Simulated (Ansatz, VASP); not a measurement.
# Two plane-wave programs on MgO

```xyz
2
Lattice="0.0000 2.1410 2.1410 2.1410 0.0000 2.1410 2.1410 2.1410 0.0000" Properties=species:S:1:pos:R:3 pbc="T T T"
Mg    0.0000    0.0000    0.0000
O     2.1410    2.1410    2.1410
```

Alike in both runs: task single point; functional PBE; k mesh 9 × 9 × 9; occupations fermi-dirac, width 0.03 eV; no spin polarisation.

|  | VASP | Ansatz |
| --- | --- | --- |
| version | VASP 6.6.1 | Ansatz 0.2.0 |
| potentials or method | VASP PAW PBE potentials, release 64 (Mg, O) | PAW, plane waves, scalar-relativistic |
| plane-wave cutoff (eV) | 520 | 420 |
| valence electrons in the cell | 8 | 16 |

|  | VASP | Ansatz | Ansatz less VASP |
| --- | --- | --- | --- |
| pressure (GPa) | -3.6 | -2.8 | +0.75 |

The functional is the same, so the differences come from potentials, cutoffs and numerics. The two sets of potentials don't hold the same shells in valence.
